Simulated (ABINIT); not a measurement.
A run of ABINIT 10.8.3 (patched build):

Contents of run.abi:

```
ndtset 7
scalecart1 3*0.9795861087
scalecart2 3*0.9864848297
scalecart3 3*0.9932883884
scalecart4 3*1.0000000000
scalecart5 3*1.0066227096
scalecart6 3*1.0131594038
scalecart7 3*1.0196128224

pp_dirpath "./"
pseudos "S.upf, Mg.upf"

acell 3.6792887145 3.6792887145 3.6792887145 Angstrom
rprim
     0.0000000000     0.7071067812     0.7071067812
     0.7071067812     0.0000000000     0.7071067812
     0.7071067812     0.7071067812     0.0000000000
ntypat 2
znucl 16 12
natom 2
typat 1 2
xred
     0.5000000000     0.5000000000     0.5000000000
     0.0000000000     0.0000000000     0.0000000000

ecut 50.0

kptopt 1
ngkpt 6 6 6
nshiftk 1
shiftk 0.0 0.0 0.0

ixc -497498
usekden 1
nc_xccc_gspace 1
boxcutmin 3.0

nband 12
occopt 3
tsmear 0.00183747

nstep 100
tolvrs 1.0e-9

iomode 3
prtwf 0
prtden 0
prteig 0
prtebands 0
enunit 1
```

Potentials or basis: PseudoDojo NC SR PBE v0.4.1 standard.

Command:

```sh
$ mpirun --bind-to none -np 4 abinit run.abi > log 2>&1
```

Hardware: 4 MPI ranks on Arm Neoverse V2, with other jobs on the host.

Q: How long does it take, and how much memory?

A: It took 8.9 min on 4 MPI ranks on Arm Neoverse V2, with other jobs on the host, peak memory 1 GiB a rank. Counts: scf iterations 70, mpi ranks 4, k points 16, bands 12, plane waves 3786.
